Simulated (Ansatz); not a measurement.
## MgI$_{2}$: from a first guess to the relaxed fluorite type

First guess:

```xyz
3
Lattice="0.0000 3.2643 3.2643 3.2643 0.0000 3.2643 3.2643 3.2643 0.0000" Properties=species:S:1:pos:R:3 pbc="T T T"
Mg    0.0000    0.0000    0.0000
I     1.6321    1.6321    1.6321
I     4.8964    4.8964    4.8964
```

The calculation used Ansatz 0.2.0, DFT, PBE, PAW with Ansatz's default frozen-core files, scalar-relativistic.

Cell and atoms relax within the symmetry of the start on a 10×10×10 k mesh with 0.03 eV Fermi–Dirac smearing.

The start is built from a prototype, known or not as a phase of this compound; the cutoff is 420 eV.

Spin–orbit coupling is left out, though it moves levels of the heavy atoms by tenths of an eV or more.

(1) What is the pressure of the first guess?

(2) What does it relax to?

(3) How much energy does the relaxation release?

## Answers

(1) 30.6 GPa.

(2) a = 7.527 Å, b = 7.527 Å, c = 7.527 Å, α = 90.00°, β = 90.00°, γ = 90.00° (conventional cell), 35.54 Å³ per atom:
```xyz
3
Lattice="0.0000 3.7637 3.7637 3.7637 0.0000 3.7637 3.7637 3.7637 0.0000" Properties=species:S:1:pos:R:3 pbc="T T T"
Mg    0.0000    0.0000    0.0000
I     1.8819    1.8819    1.8819
I     5.6456    5.6456    5.6456
```

(3) 832 meV/atom.
